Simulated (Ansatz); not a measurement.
Equation of state of selenium, omega (AlB2-type)

All numbers below come from Ansatz, DFT, revPBE, plane waves (420 eV) with PAW, scalar-relativistic. (PAW data from PBE, frozen cores regenerated.)

The cell is scaled uniformly from the relaxed one, with fractional coordinates and shape fixed. Energies are extrapolated to zero smearing, pressures are those at the given smearing. Magnetic state: spin not included.

| V (Å³/atom) | E − E₀ (meV/atom) | P (GPa) |
| --- | --- | --- |
| 19.237 | 73.7 | 10.44 |
| 20.111 | 29.5 | 6.13 |
| 20.986 | 6.3 | 2.69 |
| 21.860 | 0.0 | -0.04 |
| 22.734 | 7.1 | -2.21 |
| 23.609 | 24.8 | -3.93 |
| 24.483 | 50.8 | -5.28 |

Q: Fit a third-order Birch-Murnaghan equation.

A: V₀ = 21.80 Å³/atom, B₀ = 62 GPa, B₀′ = 4.7.
